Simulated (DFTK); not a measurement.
# Au (Fm-3m) in DFTK: further runs

The runs below take Au through band structure, equation of state, with LDA, PBEsol, r2SCAN.

Program: DFTK 0.8.2. These are calculated values, not measurements. Logs are shortened: lines on timing, memory, paths and dates and some standing lists are left out, and cuts for length are marked.

**What was measured.**

“Exploring toroidal anvil profiles for larger sample volumes above 4 Mbar”, 2024, pmc:11102561 quotes, for a bulk crystal of Au: bulk modulus 167 GPa.

How close the calculation comes is told below.

### 1 The crystal as given

The structure is cubic, space group Fm-3m (No. 225). The conventional cell has a = 4.070 Å, b = 4.070 Å, c = 4.070 Å, α = 90.00°, β = 90.00°, γ = 90.00°. Around Au (site symmetry m-3m) lie 12 Au at 2.88 Å.

### 2 Band structure, LDA

run.jl

```julia
using DFTK
using PseudoPotentialData
using Unitful, UnitfulAtomic
using LinearAlgebra, Printf
include("save.jl")
disable_threading()

lines     = readlines("Au.xyz")
cell_ang  = reshape(parse.(Float64, split(match(r"Lattice=\"([^\"]+)\"", lines[2])[1])), 3, 3)
lattice   = austrip(1u"Å") * cell_ang
symbols   = [Symbol(split(l)[1]) for l in lines[3:end]]
positions = [round.(cell_ang \ parse.(Float64, split(l)[2:4]); digits=9) for l in lines[3:end]]
pseudopotentials = PseudoFamily("cp2k.nc.sr.lda.v0_1.semicore.gth")
elements = Dict(s => ElementPsp(s, pseudopotentials) for s in unique(symbols))
atoms    = [elements[s] for s in symbols]

build_model(lattice, positions; symmetries=true) =
    model_DFT(lattice, atoms, positions;
              functionals=LDA(),
              temperature=austrip(0.05u"eV"),
              smearing=Smearing.FermiDirac(),
              symmetries)
Ecut  = 44.0  # hartree
kgrid = [11, 11, 11]
tol   = 1e-6
to_GPa = ustrip(uconvert(u"GPa", 1u"hartree/bohr^3"))

model = build_model(lattice, positions)
basis = PlaneWaveBasis(model; Ecut, kgrid)
display(basis)
scfres = self_consistent_field(basis;
                               tol,
                               nbandsalg=AdaptiveBands(model; n_bands_converge=10))
display(scfres.energies)
@printf "Fermi level: %.6f eV\n" ustrip(auconvert(u"eV", something(scfres.εF, NaN)))
forces = compute_forces_cart(scfres)
println("Forces (eV/Å)")
for (s, f) in zip(symbols, forces)
    @printf "%-3s %12.6f %12.6f %12.6f\n" s ustrip.(auconvert.(u"eV/Å", f))...
end
stress = compute_stresses_cart(scfres)
println("Stress (GPa)")
display(round.(stress * to_GPa; digits=4))
println("Levels at the first k-point (eV): ", round.(ustrip.(auconvert.(u"eV", scfres.eigenvalues[1][1:scfres.n_bands_converge])); digits=4))
save_scf!(scfres; forces, stress)

points = Dict("G" => [0.0, 0.0, 0.0], "K" => [0.375, 0.375, 0.75], "L" => [0.5, 0.5, 0.5], "U" => [0.625, 0.25, 0.625], "W" => [0.5, 0.25, 0.75], "X" => [0.5, 0.0, 0.5])
segments = [("G", "X", 7), ("X", "W", 4), ("W", "K", 3), ("K", "G", 7), ("G", "L", 6), ("L", "U", 4), ("U", "W", 3), ("W", "L", 5), ("L", "K", 4), ("U", "X", 3)]
kcoords = vcat([[points[a] + t * (points[b] - points[a]) for t in range(0, 1, n)] for (a, b, n) in segments]...)
bands = compute_bands(scfres, ExplicitKpoints(kcoords); n_bands=12, tol=1e-5)
for (k, ε) in zip(bands.basis.kpoints, bands.eigenvalues)
    @printf "%d %8.4f %8.4f %8.4f " k.spin k.coordinate...
    println(join([@sprintf("%9.4f", e) for e in ustrip.(auconvert.(u"eV", ε .- scfres.εF))]))
end
results["band_energies"] = rows(bands.eigenvalues); results["band_kpoints"] = rows(kcoords)
```

Au.xyz

```xyz
1
Lattice="0.0000000000 2.0350000000 2.0350000000 2.0350000000 0.0000000000 2.0350000000 2.0350000000 2.0350000000 0.0000000000" Properties=species:S:1:pos:R:3 pbc="T T T"
Au     0.0000000000      0.0000000000      0.0000000000
```

Potentials or basis: cp2k.nc.sr.lda.v0_1.semicore.gth (LDA, GTH).

Started as:

```bash
> julia --threads=1 run.jl  # save.jl only writes the numbers to a file and isn't shown; printed stress counts tension as positive; times include loading and compiling
```

The program printed:

```text
PlaneWaveBasis discretization:

    Ecut                 : 44.0 Ha
    fft_size             : (36, 36, 36), 46656 total points
    kgrid                : MonkhorstPack([11, 11, 11])
    num.   red. kpoints  : 1331
    num. irred. kpoints  : 56

    Discretized Model(lda_x+lda_c_pw, 3D):
        lattice (in Bohr)    : [0         , 3.84559   , 3.84559   ]
                               [3.84559   , 0         , 3.84559   ]
                               [3.84559   , 3.84559   , 0         ]
        unit cell volume     : 113.74 Bohr³

        atoms                : Au
        pseudopot. family    : PseudoFamily("cp2k.nc.sr.lda.v0_1.semicore.gth")

        num. electrons       : 11
        spin polarization    : none
        temperature          : 0.0018375 Ha
        smearing             : DFTK.Smearing.FermiDirac()

        terms                : Kinetic()
                               AtomicLocal()
                               AtomicNonlocal()
                               Ewald(nothing)
                               PspCorrection()
                               Hartree()
                               Xc(lda_x, lda_c_pw)
                               Entropy()
n     Energy            log10(ΔE)   log10(Δρ)   Diag   Δtime
---   ---------------   ---------   ---------   ----   ------
  1   -32.92972637597                   -0.07    4.4    3.31s
  2   -33.28799298288       -0.45       -0.82    2.9    2.72s
  3   -33.30495898260       -1.77       -1.15    2.1    2.36s
  4   -33.30702589069       -2.68       -1.60    1.5    2.07s
  5   -33.30708775751       -4.21       -2.63    1.0    1.25s
  6   -33.30709194754       -5.38       -3.04    2.2    2.31s
  7   -33.30709240289       -6.34       -3.66    1.0    1.77s
  8   -33.30709243126       -7.55       -4.00    2.0    1.66s
  9   -33.30709243873       -8.13       -5.13    1.1    1.77s
 10   -33.30709243885       -9.92       -5.82    2.8    2.47s
 11   -33.30709243886      -11.70       -6.43    1.8    2.02s
Energy breakdown (in Ha):
    Kinetic             23.7182032
    AtomicLocal         -7.6133643
    AtomicNonlocal      -17.6562731
    Ewald               -36.0652024
    PspCorrection       5.9568804
    Hartree             3.5602655
    Xc                  -5.2075548
    Entropy             -0.0000470

    total               -33.307092438857
Fermi level: 1.264710 eV
Forces (eV/Å)
Au      0.000000    -0.000000     0.000000
Stress (GPa)
3×3 StaticArraysCore.SMatrix{3, 3, Float64, 9} with indices SOneTo(3)×SOneTo(3):
 -2.0991   0.0      0.0
  0.0     -2.0991   0.0
  0.0      0.0     -2.0991
Levels at the first k-point (eV): [-8.8496, -3.5518, -3.5518, -3.5518, -1.9962, -1.9962, 17.2587, 20.7928, 20.7928, 20.7928]
1   0.0000   0.0000   0.0000  -10.1143  -4.8165  -4.8165  -4.8165  -3.2609  -3.2609  15.9940  19.5280  19.5280  19.5280  23.7539  28.8544
1   0.0833   0.0000   0.0833   -9.7902  -4.9828  -4.6664  -4.6664  -3.4406  -3.1861  16.3840  18.4861  19.1074  19.1074  25.0910  26.9961
1   0.1667   0.0000   0.1667   -8.8725  -5.4134  -4.2276  -4.2276  -3.8708  -2.9779  17.3435  17.4186  17.5429  17.5429  21.7160  26.4904
1   0.2500   0.0000   0.2500   -7.6568  -5.9540  -4.1159  -3.5432  -3.5432  -2.6835  15.1369  15.1369  16.9296  16.9864  18.7522  27.7798
1   0.3333   0.0000   0.3333   -7.0378  -6.4499  -3.1350  -2.7187  -2.7187  -2.3764  12.3316  12.7352  12.7352  17.1452  19.9779  30.2729
1   0.4167   0.0000   0.4167   -7.1378  -6.7892  -2.1427  -1.9767  -1.9767  -0.8225   8.1773  10.9482  10.9482  17.5716  20.7960  31.5385
[... 38 lines left out ...]
1   0.5625   0.1250   0.5625   -7.0244  -6.6845  -2.6431  -2.3370  -1.7815   2.3217   5.3974   9.0883  10.9910  18.6576  21.8048  30.2636
1   0.5000   0.0000   0.5000   -7.2380  -6.9090  -2.0552  -1.6611  -1.6611   0.9546   5.8348  10.2709  10.2709  17.7859  21.0775  31.1027
```

It took 45 s on 1 thread of Intel Xeon 6975P-C (Granite Rapids), shared host; peak memory 1.7 GiB.

What came out:

```yaml
Free_energy: -906.3322 eV
Pressure: 2.1 GPa
Band_gap_on_the_k_mesh: none (metal or under the smearing width)
```

Levels at the corners of the path, in eV from the Fermi level:
```tsv
point	band 2	band 3	band 4	band 5	band 6	band 7	band 8	band 9
Γ	-4.82	-4.82	-4.82	-3.26	-3.26	15.99	19.53	19.53
X	-6.91	-2.06	-1.66	-1.66	0.95	5.83	10.27	10.27
W	-5.29	-5.29	-3.41	-1.66	4.77	6.44	6.44	9.78
K	-5.99	-3.94	-2.96	-2.13	3.90	4.77	7.64	12.90
Γ	-4.82	-4.82	-4.82	-3.26	-3.26	15.99	19.53	19.53
L	-4.86	-4.86	-2.00	-2.00	-1.08	3.13	15.16	17.64
U	-5.99	-3.94	-2.96	-2.13	3.90	4.77	7.64	12.90
W	-5.29	-5.29	-3.41	-1.66	4.77	6.44	6.44	9.78
L	-4.86	-4.86	-2.00	-2.00	-1.08	3.13	15.16	17.64
K	-5.99	-3.94	-2.96	-2.13	3.90	4.77	7.64	12.90
U	-5.99	-3.94	-2.96	-2.13	3.90	4.77	7.64	12.90
X	-6.91	-2.06	-1.66	-1.66	0.95	5.83	10.27	10.27
```

Caveat: GTH potentials come without recommended cutoffs, and this one wasn't checked for convergence; spin-orbit coupling is left out, which moves the levels of the heavy elements.

### 3 Equation of state, PBEsol

run.jl

```julia
using DFTK
using PseudoPotentialData
using Unitful, UnitfulAtomic
using LinearAlgebra, Printf
include("save.jl")
disable_threading()

lines = readlines("Au.cif")
tag(name) = parse(Float64, split(only(filter(startswith(name), lines)))[2])
a, b, c = tag.(["_cell_length_a", "_cell_length_b", "_cell_length_c"])
α, β, γ = deg2rad.(tag.(["_cell_angle_alpha", "_cell_angle_beta", "_cell_angle_gamma"]))
cx, cy  = cos(β), (cos(α) - cos(β) * cos(γ)) / sin(γ)
lattice = austrip(1u"Å") * [a b*cos(γ) c*cx; 0 b*sin(γ) c*cy; 0 0 c*sqrt(1 - cx^2 - cy^2)]
sites     = split.(lines[findlast(startswith("_atom_site_"), lines)+1:end])
symbols   = [Symbol(s[2]) for s in sites]
positions = [parse.(Float64, s[5:7]) for s in sites]
pseudopotentials = PseudoFamily("cp2k.nc.sr.pbe.v0_1.semicore.gth")
elements = Dict(s => ElementPsp(s, pseudopotentials) for s in unique(symbols))
atoms    = [elements[s] for s in symbols]

build_model(lattice, positions; symmetries=true) =
    model_DFT(lattice, atoms, positions;
              functionals=PBEsol(),
              temperature=austrip(0.05u"eV"),
              smearing=Smearing.FermiDirac(),
              symmetries)
Ecut  = 44.0  # hartree
kgrid = [9, 9, 9]
tol   = 1e-6
to_GPa = ustrip(uconvert(u"GPa", 1u"hartree/bohr^3"))

results["points"] = []
for scale in [0.94, 0.96, 0.98, 1.0, 1.02, 1.04, 1.06]
    println("\n=== scale = ", scale)
    model = build_model(cbrt(scale) * lattice, positions)
    basis = PlaneWaveBasis(model; Ecut, kgrid)
    t0 = time()
    scfres = self_consistent_field(basis;
                                   tol,
                                   nbandsalg=AdaptiveBands(model; n_bands_converge=10))
    seconds = time() - t0
    @printf "SCF: %d iterations, %.1f s\n" scfres.n_iter seconds
    forces = compute_forces_cart(scfres)
    stress = compute_stresses_cart(scfres)
    @printf "V = %.5f Å^3  F = %.8f Ha  max force = %.5f eV/Å  p = %.4f GPa\n" ustrip(auconvert(u"Å^3", model.unit_cell_volume)) scfres.energies.total ustrip(auconvert(u"eV/Å", maximum(norm, forces))) (-tr(stress) / 3 * to_GPa)
    push!(results["points"], save_scf!(scfres; forces, stress, d=Dict{String,Any}("seconds" => seconds, "n_matvec" => get(scfres, :n_matvec, 0))))
end

# third-order Birch-Murnaghan fit in x = V^(-2/3)
V = [0.94, 0.96, 0.98, 1.0, 1.02, 1.04, 1.06] * abs(det(lattice))
E = [p["total"] for p in results["points"]]
x = V .^ (-2 / 3)
c = [x .^ 0 x x .^ 2 x .^ 3] \ E
Δ = c[3]^2 - 3c[2] * c[4]
if Δ > 0
    x0 = (-c[3] + sqrt(Δ)) / 3c[4]
    B0 = 4 / 9 * x0^(7 / 2) * (2c[3] + 6c[4] * x0)
    @printf "V0 = %.4f Å^3  B0 = %.2f GPa\n" ustrip(auconvert(u"Å^3", x0^(-3 / 2))) B0 * to_GPa
end
```

Au.cif

```cif
data_Au
_cell_length_a 2.87792460
_cell_length_b 2.87792460
_cell_length_c 2.87792460
_cell_angle_alpha 60.00000000
_cell_angle_beta 60.00000000
_cell_angle_gamma 60.00000000
_space_group_name_H-M_alt 'P1'
_space_group_name_Hall 'P 1'
_space_group_IT_number 1
loop_
_space_group_symop_operation_xyz
'x,y,z'
loop_
_atom_site_label
_atom_site_type_symbol
_atom_site_symmetry_multiplicity
_atom_site_Wyckoff_symbol
_atom_site_fract_x
_atom_site_fract_y
_atom_site_fract_z
_atom_site_occupancy
Au1 Au 1 a 0.0000000000 0.0000000000 0.0000000000 1
```

Potentials or basis: cp2k.nc.sr.pbe.v0_1.semicore.gth (PBE, GTH).

Started as:

```bash
> julia --threads=1 run.jl  # save.jl only writes the numbers to a file and isn't shown; printed stress counts tension as positive; times include loading and compiling
```

Run time: 2.5 min. Hardware: 1 thread of Intel Xeon 6975P-C (Granite Rapids), shared host; peak memory 1.6 GiB.

It converged, with:

| Property | Result |
| --- | --- |
| Equilibrium volume | 17.59 Å³/atom |
| Bulk modulus | 169 GPa |
| Pressure derivative of the bulk modulus | 5.7 |

Energy against volume, from the lowest point:
| volume (Å³/atom) | energy (meV/atom) |
| --- | --- |
| 15.843 | 115.78 |
| 16.181 | 71.96 |
| 16.518 | 39.79 |
| 16.855 | 17.86 |
| 17.192 | 4.96 |
| 17.529 | 0.00 |
| 17.866 | 2.00 |

Caveat: GTH potentials come without recommended cutoffs, and this one wasn't checked for convergence; the potentials were made for another functional, which shifts forces and pressure. The run has no spin-orbit coupling, so splittings on Au are missing.

(Continued in part 2 of 2.)
